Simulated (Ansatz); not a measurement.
Write the native input for Ansatz 0.2.0 that does the following.

```
Task                                : band structure
Functional                          : PBEsol
Potentials or basis                 : Ansatz PAW
Cutoff                              : 420 eV (not typed: the program's choice for these potentials)
k mesh                              : 10 × 10 × 10
Occupations                         : fermi-dirac, width 0.05 eV
Spin                                : collinear spin, ferromagnetic start
Starting moments                    : [4.0, 0.0] μB
Hubbard terms                       : Mn d U = 3 eV
Path                                : [["G", "X", "W", "K", "G", "L", "U", "W", "L", "K"], ["U", "X"]]
Points for each segment of the path : 14
Hubbard projectors                  : ortho-atomic (the default)
Double counting                     : fll (the default)
```

MnO:

```
CELL_PARAMETERS angstrom
0.00000 2.22391 2.22391
2.22391 0.00000 2.22391
2.22391 2.22391 0.00000
ATOMIC_POSITIONS crystal
Mn 0.00000 0.00000 0.00000
O 0.50000 0.50000 0.50000
```

The cell is a database's computed one.

The input as run:

input.yaml

```yaml
crystal:
  lattice:
    - [0.0, 2.2239077028, 2.2239077028]
    - [2.2239077028, 0.0, 2.2239077028]
    - [2.2239077028, 2.2239077028, 0.0]
  atoms:
    - { symbol: Mn, position: [0.0, 0.0, 0.0], spin: 4.0 }
    - { symbol: O, position: [0.5, 0.5, 0.5] }
hamiltonian:
  xc: pbesol
  pseudopotentials: { kind: paw }
  hubbard: { sites: [{ species: Mn, l: d, u_eff: 3.0 }] }
magnetization:
  spin_polarized: true
kpoints:
  mp_grid: { grid: [10, 10, 10] }
  band_path:
    path:
      - [[0.0, 0.0, 0.0], [0.5, 0.0, 0.5], [0.5, 0.25, 0.75], [0.375, 0.375, 0.75], [0.0, 0.0, 0.0], [0.5, 0.5, 0.5], [0.625, 0.25, 0.625], [0.5, 0.25, 0.75], [0.5, 0.5, 0.5], [0.375, 0.375, 0.75]]
      - [[0.625, 0.25, 0.625], [0.5, 0.0, 0.5]]
    npoints: 14
scf:
  occupations: { method: fermi_dirac, width: 0.05 }
  n_extra_bands: 6
output:
  forces: true
  stress: true
  eigenvalues: true
  fatbands: false
```

Potentials or basis: Ansatz PAW.

Run with:

```sh
$ ansatz run input.yaml --threads 2 --pin off --max-ram 5632MiB --backend cpu --events-out ev --progress --plain --runs-dir out
```

It gave:

```yaml
Pressure: 1.6 GPa
Band_gap_on_the_k_mesh: none (metal or under the smearing width)
Net_moment: 5.00 μB per cell
Absolute_moment: 5.00 μB per cell
Site_moments: Mn +4.25; O +0.20 μB
```

Caveat: the magnetic or orbital state may not be the lowest; the pressure holds a Pulay correction of +0.6 GPa for the finite cutoff; a cell with one magnetic atom can't hold antiferromagnetic order, which such compounds often take; the PAW data sets come from PBE, with cores solved anew for the run's functional, which leaves a small shift of forces and pressure.

Run time: 3.3 s on 2 threads of Arm Neoverse V2, with other jobs on the host, peak memory 0.32 GiB.
